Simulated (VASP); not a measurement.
# Li2O (Fm-3m) in VASP: notebook, part 2 of 2

VASP 6.6.1. The steps go on from the part before.

### Step 3. Relaxation of cell and atoms, LDA

This run uses another cell than the first one, of 8.16 Å³/atom, 1.079 times its volume.

The input, INCAR:

```
SYSTEM = Li2O
PREC = Accurate
ENCUT = 600
EDIFF = 1E-7
ISMEAR = 0
SIGMA = 0.02
LREAL = .False.
LASPH = .True.
NELM = 60
ALGO = Normal
ISIF = 3
LWAVE = .False.
LCHARG = .False.
IBRION = 2
NSW = 80
EDIFFG = -0.005
```

The input, KPOINTS:

```
Automatic mesh
0
Gamma
  8 8 8
  0 0 0
```

The input, POSCAR:

```
Li2O
1.0
    0.0000000000      2.3050000000      2.3050000000
    2.3050000000      0.0000000000      2.3050000000
    2.3050000000      2.3050000000      0.0000000000
Li O
2 1
Direct
    0.2500000000      0.2500000000      0.2500000000
    0.7500000000      0.7500000000      0.7500000000
    0.0000000000      0.0000000000      0.0000000000
```

Potentials or basis: VASP PAW LDA potentials, release 64 (Li_sv, O).

On the command line:

```
> cat potpaw_LDA.64/Li_sv/POTCAR potpaw_LDA.64/O/POTCAR > POTCAR
> mpirun -np 1 vasp_std > vasp.out
```

OUTCAR:

```text
SYSTEM = Li2O
   PREC = Accurate
   ENCUT = 600
   EDIFF = 1E-7
   ISMEAR = 0
   LREAL = .False.
   LASPH = .True.
   NELM = 60
   ISIF = 3
   IBRION = 2
   NSW = 80
   EDIFFG = -0.005

 ion  position               nearest neighbor table
   1  0.250  0.250  0.250-   3 2.00   3 2.00   3 2.00   3 2.00   2 2.31   2 2.31   2 2.31   2 2.31
                             2 2.31   2 2.31
   2  0.750  0.750  0.750-   3 2.00   3 2.00   3 2.00   3 2.00   1 2.31   1 2.31   1 2.31   1 2.31
                             1 2.31   1 2.31
   3  0.000  0.000  0.000-   1 2.00   2 2.00   2 2.00   2 2.00   2 2.00   1 2.00   1 2.00   1 2.00

  LATTYP: Found a face centered cubic cell.
 ALAT       =     4.6100000000

  Lattice vectors:

 A1 = (   0.0000000000,   2.3050000000,   2.3050000000)
 A2 = (   2.3050000000,   0.0000000000,   2.3050000000)
 A3 = (   2.3050000000,   2.3050000000,   0.0000000000)

Analysis of symmetry for initial positions (statically):
=====================================================================
 Subroutine PRICEL returns:
 Original cell was already a primitive cell.

 Routine SETGRP: Setting up the symmetry group for a
 face centered cubic supercell.

 Subroutine GETGRP returns: Found 48 space group operations
 (whereof 48 operations were pure point group operations)
 out of a pool of 48 trial point group operations.

The static configuration has the point symmetry O_h .

Analysis of symmetry for dynamics (positions and initial velocities):
=====================================================================
 Subroutine PRICEL returns:
 Original cell was already a primitive cell.

 Routine SETGRP: Setting up the symmetry group for a
 face centered cubic supercell.

 Subroutine GETGRP returns: Found 48 space group operations
[... 135 lines left out ...]
   LRPA    =     F    only Hartree local field effects (RPA)
 conjugate gradient relaxation of ions
 non-spin polarized calculation
 Gauss-broadening in eV      SIGMA  =   0.02
  energy-cutoff  :      600.00
  volume of cell :       24.49
 maximum number of plane-waves:       869
 NGX is ok and might be reduce to    28

--------------------------------------- Ionic step        1  -------------------------------------------

 number of electron      12.0000001 magnetization

 Free energy of the ion-electron system (eV)
  ---------------------------------------------------
  ext. energy  EPLUGINS =         0.00000000
  ---------------------------------------------------
  free energy    TOTEN  =       -15.71709957 eV

  energy without entropy =      -15.71709957  energy(sigma->0) =      -15.71709957

------------------------ aborting loop because EDIFF is reached ----------------------------------------

  FORCE on cell =-STRESS in cart. coord.  units (eV):
  Direction    XX          YY          ZZ          XY          YZ          ZX
  --------------------------------------------------------------------------------------
  -------------------------------------------------------------------------------------
  Total       -0.9991247     -0.9991247     -0.9991247      0.0000000      0.0000000      0.0000000
  in kB      -65.3563025    -65.3563025    -65.3563025      0.0000000      0.0000000      0.0000000
  external PRESSURE =     -65.3563025 kB  Pullay stress =       0.0000000 kB
[... 98 lines left out ...]
--------------------------------------- Ionic step        4  -------------------------------------------

 number of electron      12.0000004 magnetization

 Free energy of the ion-electron system (eV)
  ---------------------------------------------------
  ext. energy  EPLUGINS =         0.00000000
  ---------------------------------------------------
  free energy    TOTEN  =       -15.75928534 eV

  energy without entropy =      -15.75928534  energy(sigma->0) =      -15.75928534

 E-fermi :   1.7599     XC(G=0): -10.6293

 val. band max:        1.6460016803   @ k =   0.0000   0.0000   0.0000
 cond. band min:       6.6000153141   @ k =   0.5000   0.5000   0.0000
 fundamental gap:      4.9540136338
 Fermi energy:         1.7599092039

 k-point     1 :       0.0000    0.0000    0.0000
  band No.  band energies     occupation
      1     -40.1065      2.00000
      2     -39.6200      2.00000
      3     -13.5961      2.00000
      4       1.6460      2.00000
      5       1.6460      2.00000
      6       1.6460      2.00000
      7       7.5793      0.00000
      8      13.7221      0.00000
      9      13.7221      0.00000
     10      13.7221      0.00000
[... 287 lines left out ...]
 k-point    24 :      -0.3750    0.2500    0.1250
  band No.  band energies     occupation
      1     -39.8371      2.00000
      2     -39.8360      2.00000
      3     -13.3475      2.00000
      4      -1.0624      2.00000
      5       0.5424      2.00000
      6       0.7215      2.00000
      7       9.8396      0.00000
      8      12.5062      0.00000
      9      15.1664      0.00000
     10      15.6802      0.00000

 [... further k-points ...]
[... 5 lines left out ...]
  --------------------------------------------------------------------------------------
  -------------------------------------------------------------------------------------
  Total        0.0004305      0.0004305      0.0004305      0.0000000      0.0000000     -0.0000000
  in kB        0.0305690      0.0305690      0.0305690      0.0000000      0.0000000     -0.0000000
  external PRESSURE =       0.0305690 kB  Pullay stress =       0.0000000 kB
[... 18 lines left out ...]
  FREE ENERGIE OF THE ION-ELECTRON SYSTEM (eV)
  ---------------------------------------------------
  free  energy   TOTEN  =       -15.7592853398 eV

  energy  without entropy=      -15.7592853398  energy(sigma->0) =      -15.75928534

 reached required accuracy - stopping structural energy minimisation
```

CONTCAR:

```text
Li2O
   1.00000000000000
     0.0000000000000000    2.2427182786039559    2.2427182786039559
     2.2427182786039559   -0.0000000000000000    2.2427182786039559
     2.2427182786039559    2.2427182786039559    0.0000000000000000
  Li              O
     2     1
Direct
     0.2500000000000000    0.2500000000000000    0.2500000000000000
     0.7500000000000000    0.7500000000000000    0.7500000000000000
     1.0000000000000000    0.0000000000000000    0.0000000000000000

  0.00000000E+00  0.00000000E+00  0.00000000E+00
  0.00000000E+00  0.00000000E+00  0.00000000E+00
  0.00000000E+00  0.00000000E+00  0.00000000E+00
```

Wall time 26 s (1 thread of Intel Xeon Platinum 8259CL at 2.50GHz (Skylake/Cascade Lake), shared host); peak memory 0.13 GiB.

Results:

| Item | Value |
| --- | --- |
| Free energy | -15.7593 eV |
| Relaxed volume | 7.52 Å³/atom |
| Relaxed cell | a = 3.172 Å, b = 3.172 Å, c = 3.172 Å, α = 60.00°, β = 60.00°, γ = 60.00° |
| Space group after relaxing (to 0.05 Å) | Fm-3m (No. 225) |
| Energy gained by relaxing | 14.1 meV/atom |
| Ionic steps | 4 |
| Pressure after relaxing | 0.0 GPa |
| Band gap on the k mesh | 4.95 eV, indirect (least direct gap 5.93 eV) |

Step by step:
```csv
step,energy change (eV),largest force (eV/Å),pressure (GPa),volume (Å³)
1,0.0000,0.0000,-6.54,24.49
2,-0.0349,0.0000,-2.95,23.33
3,-0.0422,0.0000,-0.20,22.61
4,-0.0422,0.0000,0.00,22.56
```

Final structure:
```xyz
3
Lattice="0.0000 2.2427 2.2427 2.2427 0.0000 2.2427 2.2427 2.2427 0.0000" Properties=species:S:1:pos:R:3 pbc="T T T"
Li    1.1214    1.1214    1.1214
Li    3.3641    3.3641    3.3641
O     0.0000    2.2427    2.2427
```

Caveat: the cutoff is under 1.25 times the usual one of these potentials, so pressure, stress and relaxed cells hold a basis-set (Pulay) error. A k mesh can miss the band edges.

### Step 4. Single point, LDA

This run uses another cell than the first one: it holds 23 atoms, not 3.

The input, INCAR:

```
SYSTEM = Li15O8
PREC = Accurate
ENCUT = 520
EDIFF = 1E-6
ISMEAR = 0
SIGMA = 0.02
LREAL = Auto
LASPH = .TRUE.
NELM = 100
ALGO = Normal
ISIF = 2
LWAVE = .FALSE.
LCHARG = .FALSE.
GGA = CA
NBANDS = 64
NELECT = 94.0
```

The input, KPOINTS:

```
Automatic mesh
0
G
  2 2 2
  0 0 0
```

The input, POSCAR:

```
Li15O8
1.0
    0.0000000000      4.4939479493      4.4939479493
    4.4939479493      0.0000000000      4.4939479493
    4.4939479493      4.4939479493      0.0000000000
Li O
15 8
Direct
    0.1221658756      0.1221658756      0.6278341244
    0.1221658756      0.6278341244      0.1221658756
    0.1221658756      0.6278341244      0.6278341244
    0.6278341244      0.1221658756      0.1221658756
    0.6278341244      0.1221658756      0.6278341244
    0.6278341244      0.6278341244      0.1221658756
    0.6250000000      0.6250000000      0.6250000000
    0.3750000000      0.3750000000      0.3750000000
    0.3541496313      0.3541496313      0.8958503687
    0.3541496313      0.8958503687      0.3541496313
    0.3541496313      0.8958503687      0.8958503687
    0.8958503687      0.3541496313      0.3541496313
    0.8958503687      0.3541496313      0.8958503687
    0.8958503687      0.8958503687      0.3541496313
    0.8750000000      0.8750000000      0.8750000000
    0.5160060588     -0.0053353529     -0.0053353529
    0.4984171842      0.0047484474      0.4984171842
    0.4984171842      0.4984171842      0.0047484474
    0.4984171842      0.4984171842      0.4984171842
   -0.0053353529     -0.0053353529     -0.0053353529
   -0.0053353529     -0.0053353529      0.5160060588
   -0.0053353529      0.5160060588     -0.0053353529
    0.0047484474      0.4984171842      0.4984171842
```

On the command line:

```
> cat potpaw_LDA.64/Li_sv/POTCAR potpaw_LDA.64/O/POTCAR > POTCAR
> mpirun -np 1 vasp_std > vasp.out
```

Run time: 76 s. Hardware: 1 thread of Intel Xeon Platinum 8259CL at 2.50GHz (Skylake/Cascade Lake), shared host; peak memory 0.25 GiB.

The run converged. Its results:

* Free energy: -118.6377 eV
* Largest force: 0.006 eV/Å
* Band gap on the k mesh: 5.03 eV, direct

Forces on the atoms (eV/Å):
```
Li   0.000  0.000 -0.001
Li   0.000 -0.001  0.000
Li   0.001  0.000  0.000
Li  -0.001  0.000  0.000
Li   0.000  0.001  0.000
Li   0.000  0.000  0.001
Li   0.000  0.000  0.000
Li   0.000  0.000  0.000
Li   0.000  0.000  0.004
Li   0.000  0.004  0.000
Li  -0.004  0.000  0.000
Li   0.004  0.000  0.000
Li   0.000 -0.004  0.000
Li   0.000  0.000 -0.004
Li   0.000  0.000  0.000
O    0.003 -0.003 -0.003
O   -0.001  0.001 -0.001
O   -0.001 -0.001  0.001
O    0.001  0.001  0.001
O    0.003  0.003  0.003
O   -0.003 -0.003  0.003
O   -0.003  0.003 -0.003
O    0.001 -0.001 -0.001
```

Levels at points of the mesh, in eV from the valence-band top:
```
           k point  band 45  band 46  band 47  band 48  band 49  band 50
(0.00, 0.00, 0.00)     0.00     0.00     0.00     5.03     5.03     5.03
(0.50, 0.00, 0.00)    -0.29    -0.17    -0.17     6.81     6.91     6.91
(0.50, 0.50, 0.00)    -0.47    -0.37    -0.37     6.27     6.43     7.30
```

Caveat: the k mesh is coarse (spacing up to 0.61 Å⁻¹), so the values aren't converged; the cell carries a net charge on a neutralising background, which shifts energy and pressure; the cell is charged against a uniform background, so pressure and absolute levels hang on convention; the cutoff is under 1.25 times the usual one of these potentials, so pressure, stress and relaxed cells hold a basis-set (Pulay) error. Expect the measured gap to be larger: semilocal functionals such as LDA lack the derivative discontinuity.
